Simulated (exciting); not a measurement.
# InAs (F-43m) in exciting: single point with PBE

Aim: the single point of InAs with PBE.

All numbers are computed with exciting (release sodium); they aren't measurements. Logs are shortened: lines on timing, memory, paths and dates and some standing lists are left out, and cuts for length are marked.

**The experiment to reproduce.**

A printed reference work, data compilation reports, for a bulk crystal of InAs at 4.2 K: band gap 0.418 eV (direct).

How close the calculation comes is told below.

### 1 The structure

It takes space group F-43m (No. 216, cubic). Conventional cell: a = 6.036 Å, b = 6.036 Å, c = 6.036 Å, α = 90.00°, β = 90.00°, γ = 90.00°. Around In (site symmetry -43m) lie 4 As at 2.61 Å. As (site symmetry -43m) is surrounded by 4 In at 2.61 Å.

### 2 Single point, PBE

input.xml reads:

```xml
<input>
  <title>InAs</title>
  <structure speciespath="./" tshift="false">
    <crystal scale="1">
      <basevect>0.000000000000 5.703193444121 5.703193444121</basevect>
      <basevect>5.703193444121 0.000000000000 5.703193444121</basevect>
      <basevect>5.703193444121 5.703193444121 0.000000000000</basevect>
    </crystal>
    <species speciesfile="In.xml" rmt="2.3">
      <atom coord="0.000000000000 0.000000000000 0.000000000000"/>
    </species>
    <species speciesfile="As.xml" rmt="2">
      <atom coord="0.750000000000 0.750000000000 0.750000000000"/>
    </species>
  </structure>
  <groundstate do="fromscratch" ngridk="8 8 8" rgkmax="9" gmaxvr="14" lmaxapw="10" lmaxmat="10" lmaxvr="8" xctype="GGA_PBE" stype="Gaussian" swidth="0.00040424" nempty="10" ValenceRelativity="iora*" epsengy="1e-05" epspot="1e-05" maxscl="60" tforce="true" outputlevel="low"/>
</input>
```

Potentials or basis: all-electron LAPW+lo, shipped species files, valence relativity iora*.

Run with:

```console
OMP_NUM_THREADS=1 exciting_smp
```

INFO.OUT:

```text
================================================================================
EXCITING SODIUM started
[... 10 lines left out ...]

 Lattice vectors (cartesian) :
      0.0000000000      5.7031934441      5.7031934441
      5.7031934441      0.0000000000      5.7031934441
      5.7031934441      5.7031934441      0.0000000000

 Reciprocal lattice vectors (cartesian) :
     -0.5508479915      0.5508479915      0.5508479915
      0.5508479915     -0.5508479915      0.5508479915
      0.5508479915      0.5508479915     -0.5508479915

 Unit cell volume                           :     371.0088788366
 Brillouin zone volume                      :       0.6685829574

 Species :    1 (In)
     parameters loaded from                 :    In.xml
     name                                   :    indium

     atomic positions (lattice) :
       1 :   0.00000000  0.00000000  0.00000000

 Species :    2 (As)
     parameters loaded from                 :    As.xml
     name                                   :    arsenic

     atomic positions (lattice) :
       1 :   0.75000000  0.75000000  0.75000000

 Total number of atoms per unit cell        :       2

 Spin treatment                             :    spin-unpolarised

 Number of Bravais lattice symmetries       :      48
 Number of crystal symmetries               :      24

 k-point grid                               :       8    8    8
 Total number of k-points                   :      43
 k-point set is reduced with crystal symmetries

 R^MT_min * |G+k|_max (rgkmax)              :       9.00000000

 G-vector grid sizes                        :      36    36    36
 Total number of G-vectors                  :   17153

 Total nuclear charge                       :     -82.00000000
 Total electronic charge                    :      82.00000000

 Number of empty states                     :      10
 Total number of valence states             :      28

 Exchange-correlation type                  :      20
     Perdew-Burke-Ernzerhof, Phys. Rev. Lett. 77, 3865 (1996)
     Generalised gradient approximation (GGA)

 Smearing scheme                            :    Gaussian
 Smearing width                             :       0.00040424

++++++++++++++++++++++++++++++++++++++++++++++++++++++++++++++++++++++++++++++++
+ Ending initialization                                                        +
++++++++++++++++++++++++++++++++++++++++++++++++++++++++++++++++++++++++++++++++

********************************************************************************
* Groundstate module started                                                   *
********************************************************************************
 Output level for this task is set to low

++++++++++++++++++++++++++++++++++++++++++++++++++++++++++++++++++++++++++++++++
[... 5 lines left out ...]
+ SCF iteration number :    1                                                  +
++++++++++++++++++++++++++++++++++++++++++++++++++++++++++++++++++++++++++++++++
 Total energy                               :     -8144.22805659
 _______________________________________________________________
 Fermi energy                               :         0.15960576
 DOS at Fermi energy (states/Ha/cell)       :         0.00000000
 Electron charge: Core leakage              :         0.00232123

 Estimated fundamental gap                  :         0.00661003
        valence-band maximum at    1      0.0000  0.0000  0.0000
     conduction-band minimum at    1      0.0000  0.0000  0.0000

++++++++++++++++++++++++++++++++++++++++++++++++++++++++++++++++++++++++++++++++
+ SCF iteration number :    2                                                  +
++++++++++++++++++++++++++++++++++++++++++++++++++++++++++++++++++++++++++++++++
 Total energy                               :     -8144.74900212
 _______________________________________________________________
 Fermi energy                               :         0.16652601
 DOS at Fermi energy (states/Ha/cell)       :        15.55265265
 Electron charge: Core leakage              :         0.00232650

 RMS change in effective potential (target) :  0.273497E-01  ( 0.100000E-04)
 Absolute change in total energy   (target) :  0.520946      ( 0.100000E-04)
 Charge distance                   (target) :  0.308050E-02  ( 0.100000E-04)
 Abs. change in max-nonIBS-force   (target) :   0.00000      ( 0.500000E-04)

++++++++++++++++++++++++++++++++++++++++++++++++++++++++++++++++++++++++++++++++
+ SCF iteration number :    3                                                  +
++++++++++++++++++++++++++++++++++++++++++++++++++++++++++++++++++++++++++++++++
 Total energy                               :     -8144.75889389
 _______________________________________________________________
 Fermi energy                               :         0.17174216
 DOS at Fermi energy (states/Ha/cell)       :        14.90674129
 Electron charge: Core leakage              :         0.00232479

 RMS change in effective potential (target) :  0.174855E-01  ( 0.100000E-04)
 Absolute change in total energy   (target) :  0.989178E-02  ( 0.100000E-04)
 Charge distance                   (target) :  0.145511E-02  ( 0.100000E-04)
 Abs. change in max-nonIBS-force   (target) :   0.00000      ( 0.500000E-04)

++++++++++++++++++++++++++++++++++++++++++++++++++++++++++++++++++++++++++++++++
+ SCF iteration number :    4                                                  +
++++++++++++++++++++++++++++++++++++++++++++++++++++++++++++++++++++++++++++++++
 Total energy                               :     -8144.52251154
 _______________________________________________________________
 Fermi energy                               :         0.17423683
 DOS at Fermi energy (states/Ha/cell)       :        14.90676257
 Electron charge: Core leakage              :         0.00231328

 RMS change in effective potential (target) :  0.364084E-02  ( 0.100000E-04)
 Absolute change in total energy   (target) :  0.236382      ( 0.100000E-04)
 Charge distance                   (target) :  0.621340E-03  ( 0.100000E-04)
 Abs. change in max-nonIBS-force   (target) :   0.00000      ( 0.500000E-04)

++++++++++++++++++++++++++++++++++++++++++++++++++++++++++++++++++++++++++++++++
+ SCF iteration number :    5                                                  +
++++++++++++++++++++++++++++++++++++++++++++++++++++++++++++++++++++++++++++++++
 Total energy                               :     -8144.41194963
 _______________________________________________________________
 Fermi energy                               :         0.17784537
 DOS at Fermi energy (states/Ha/cell)       :        14.90671327
 Electron charge: Core leakage              :         0.00231169
[... 99 lines left out ...]
 RMS change in effective potential (target) :  0.198284E-06  ( 0.100000E-04)
 Absolute change in total energy   (target) :  0.328027E-03  ( 0.100000E-04)
 Charge distance                   (target) :  0.132632E-06  ( 0.100000E-04)
 Abs. change in max-nonIBS-force   (target) :   0.00000      ( 0.500000E-04)

++++++++++++++++++++++++++++++++++++++++++++++++++++++++++++++++++++++++++++++++
+ SCF iteration number :   13                                                  +
++++++++++++++++++++++++++++++++++++++++++++++++++++++++++++++++++++++++++++++++
 Total energy                               :     -8144.37518751
 _______________________________________________________________
 Fermi energy                               :         0.17689676
 DOS at Fermi energy (states/Ha/cell)       :        14.90662828
 Electron charge: Core leakage              :         0.00231230

 RMS change in effective potential (target) :  0.871311E-07  ( 0.100000E-04)
 Absolute change in total energy   (target) :  0.787080E-05  ( 0.100000E-04)
 Charge distance                   (target) :  0.314058E-07  ( 0.100000E-04)
 Abs. change in max-nonIBS-force   (target) :   0.00000      ( 0.500000E-04)

++++++++++++++++++++++++++++++++++++++++++++++++++++++++++++++++++++++++++++++++
+ SCF iteration number :   14                                                  +
++++++++++++++++++++++++++++++++++++++++++++++++++++++++++++++++++++++++++++++++
 Total energy                               :     -8144.37519325
 _______________________________________________________________
 Fermi energy                               :         0.17689677
 DOS at Fermi energy (states/Ha/cell)       :        14.90654547
 Electron charge: Core leakage              :         0.00231230

 RMS change in effective potential (target) :  0.385996E-07  ( 0.100000E-04)
 Absolute change in total energy   (target) :  0.574675E-05  ( 0.100000E-04)
 Charge distance                   (target) :  0.295894E-08  ( 0.100000E-04)
 Abs. change in max-nonIBS-force   (target) :   0.00000      ( 0.500000E-04)

++++++++++++++++++++++++++++++++++++++++++++++++++++++++++++++++++++++++++++++++
| Convergency criteria checked for the last 2 iterations                       +
| Convergence targets achieved. Performing final SCF iteration                 +
++++++++++++++++++++++++++++++++++++++++++++++++++++++++++++++++++++++++++++++++
 Total energy                               :     -8144.37519753
 _______________________________________________________________
 Fermi energy                               :         0.17689677
 DOS at Fermi energy (states/Ha/cell)       :        14.90665561
 Electron charge: Core leakage              :         0.00231230

++++++++++++++++++++++++++++++++++++++++++++++++++++++++++++++++++++++++++++++++
+ Self-consistent loop stopped                                                 +
++++++++++++++++++++++++++++++++++++++++++++++++++++++++++++++++++++++++++++++++
 STATE.OUT is written

--------------------------------------------------------------------------------
- Writing atomic positions and forces                                          -
--------------------------------------------------------------------------------

 Atomic positions (lattice) :
 atom     1  In  :     0.00000000    0.00000000    0.00000000
 atom     2  As  :     0.75000000    0.75000000    0.75000000

 Total atomic forces including IBS (cartesian) :
 atom     1  In  :     0.00000000   -0.00000000   -0.00000000
 atom     2  As  :    -0.00000000    0.00000000    0.00000000

 Atomic force components including IBS (cartesian) :
 atom     1  In  :     0.00000000    0.00000000    0.00000000   HF force
                 :    -0.00000000    0.00000000   -0.00000000   core correction
                 :    -0.00000000   -0.00000000   -0.00000000   IBS correction
 atom     2  As  :    -0.00000000   -0.00000000    0.00000000   HF force
                 :     0.00000000   -0.00000000    0.00000000   core correction
                 :     0.00000000    0.00000000    0.00000000   IBS correction

********************************************************************************
* Groundstate module stopped                                                   *
********************************************************************************

================================================================================
| EXCITING SODIUM stopped                                                      =
================================================================================
```

Wall time 5.3 min (1 thread of Arm Neoverse V1, shared host); peak memory 0.15 GiB.

What came out:

```yaml
Free_energy: -221619.7393 eV
Band_gap_on_the_k_mesh: none (metal or under the smearing width)
```

Caveat: this crystal is a semiconductor, whose small gap the functional closes, so the metal is an error of the method.

### 3 Comparison with measurements

Step 2. Against the measured gap of InAs, 0.418 eV (direct; 4.2 K; a printed reference work, data compilation), the calculated 0.00 eV is off by -0.42 eV. Spin-orbit coupling on As, In is left out. The value is that of PBE on a finite k mesh, which can miss the band edges, without temperature or zero-point motion. Semilocal functionals fall short of measured gaps as a rule.
